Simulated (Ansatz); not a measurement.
BN (wurtzite) was relaxed with r2SCAN, strained in 2 ways (changes of length per length), its atoms relaxed again with r2SCAN, and run with PBE in the PAW code Ansatz. No spin polarisation and no zero-point or thermal motion.

Uniaxial +4.6 % along x, other directions held. Input:
```yaml
crystal:
  lattice:
    - [2.6609717014, 0.0, 0.0]
    - [-1.3304858507, 2.2031253271, 0.0]
    - [0.0, 0.0, 4.2078153363]
  atoms:
    - { symbol: B, position: [0.3343169296, 0.6686338592, 0.0002922596] }
    - { symbol: B, position: [0.6656830704, 0.3313661408, 0.5002922596] }
    - { symbol: "N", position: [0.3316333579, 0.6632667157, 0.3747077404] }
    - { symbol: "N", position: [0.6683666421, 0.3367332843, 0.8747077404] }
kpoints:
  mp_grid: { grid: [12, 12, 6] }
  band_path:
    path:
      - [0.0, 0.0, 0.0]
      - [0.5, 0.0, 0.0]
      - [0.3333333333, 0.3333333333, 0.0]
      - [0.0, 0.0, 0.5]
      - [0.5, 0.0, 0.5]
      - [0.3333333333, 0.3333333333, 0.5]
      - [0.1, 0.0, 0.0]
    npoints: 1
hamiltonian:
  xc: pbe
scf:
  occupations: { method: fermi_dirac, width: 0.02 }
  n_extra_bands: 5
output:
  forces: true
  stress: true
  eigenvalues: true
```

Main results, then levels in eV from the Fermi energy at the points of the path (names of the unstrained zone, bands numbered from 0):
```
Crystal: 4 atoms, lattice volume = 24.668 Å³
Basis set: ecut = 420 eV, 493 PW (Γ)
Symmetry: 4 space group operations
Space group: Cmc21 (ITA 36)
k-points: 172 of 864 (time reversal used)
Free energy (F): -1084.376061 eV
Fermi energy:    13.352948 eV
--- Forces (eV/Å), atoms counted from 1 ---
  atom   1  B       0.00000    -0.03517    -0.02359
  atom   2  B       0.00000      0.03517    -0.02359
  atom   3  N       0.00000    -0.03034      0.02359
  atom   4  N       0.00000      0.03034      0.02359
--- Stress (GPa, compression-positive) ---
      -33.000493       0.000000       0.000000
        0.000000      -1.042346       0.000000
        0.000000       0.000000       1.769650
  P = ⅓ Tr σ = -10.7577 GPa (-107.577 kbar)
```
```tsv
point	band_3	band_4	band_5	band_6	band_7	band_8	band_9	band_10
Γ	-5.056	-4.781	-2.922	-2.820	-2.603	4.960	4.982	6.363
M	-10.074	-9.543	-7.413	-6.936	-4.447	4.038	5.374	7.691
K	-9.745	-9.514	-8.132	-7.836	-7.696	2.617	9.843	10.714
A	-8.072	-4.065	-4.065	-3.804	-3.804	5.757	5.757	6.525
L	-12.423	-6.236	-6.236	-5.979	-5.979	3.973	3.973	7.259
H	-11.326	-10.034	-10.034	-5.510	-5.510	6.596	6.596	7.499
(0.100,0,0)	-5.948	-5.185	-3.560	-3.149	-2.837	5.000	5.476	6.570
```

With PBE the valence top lies at Γ and the conduction bottom at K, 5.22 eV higher; the smallest vertical gap, at Γ, is 7.56 eV. (Strain can split the valleys, and only one was followed off the mesh: the true gap may be a little smaller.) With the atoms held, the mean pressure is -10.76 GPa (compression positive).

Xy shear, engineering strain (angle) +4.23 %. These blocks change:
```yaml
crystal:
  lattice:
    - [2.5439500013, 0.0538045425, 0.0]
    - [-1.2253789, 2.1762230558, 0.0]
    - [0.0, 0.0, 4.2078153363]
  atoms:
    - { symbol: B, position: [0.3342935501, 0.666889871, 0.0002644923] }
    - { symbol: B, position: [0.6657064499, 0.333110129, 0.5002644923] }
    - { symbol: "N", position: [0.3304259019, 0.6670626532, 0.3747355077] }
    - { symbol: "N", position: [0.6695740981, 0.3329373468, 0.8747355077] }
```

```
Crystal: 4 atoms, lattice volume = 23.573 Å³
Basis set: ecut = 420 eV, 451 PW (Γ)
Symmetry: 2 space group operations
Space group: P21 (ITA 4)
k-points: 296 of 864 (time reversal used)
Free energy (F): -1084.424866 eV
Fermi energy:    14.049019 eV
--- Forces (eV/Å), atoms counted from 1 ---
  atom   1  B     -0.03365    -0.00086      0.00753
  atom   2  B       0.03365      0.00086      0.00753
  atom   3  N     -0.02984    -0.00067    -0.00753
  atom   4  N       0.02984      0.00067    -0.00753
--- Stress (GPa, compression-positive) ---
        5.049326     -17.210606       0.000000
      -17.210597       5.851589       0.000000
        0.000000       0.000000       4.514969
  P = ⅓ Tr σ = 5.1386 GPa (51.386 kbar)
```
```tsv
point	band_3	band_4	band_5	band_6	band_7	band_8	band_9	band_10
Γ	-4.999	-4.610	-2.945	-2.821	-2.514	5.199	5.901	5.950
M	-10.496	-9.803	-7.288	-7.112	-4.433	4.756	5.487	8.317
K	-9.985	-9.770	-8.239	-8.123	-7.967	2.528	10.745	10.762
A	-8.406	-4.027	-4.027	-3.670	-3.670	6.350	6.350	7.225
L	-12.803	-6.344	-6.344	-6.036	-6.036	4.192	4.192	7.622
H	-11.511	-10.417	-10.417	-5.716	-5.716	6.672	6.672	7.522
(0.100,0,0)	-5.991	-4.980	-3.620	-3.185	-2.727	5.379	6.210	6.310
```

PBE gives an indirect gap of 5.04 eV, from Γ to K; the least direct gap is 7.71 eV at Γ. (Strain can split the valleys, and only one was followed off the mesh: the true gap may be a little smaller.) The mean pressure at these positions is +5.14 GPa, compression counted positive.
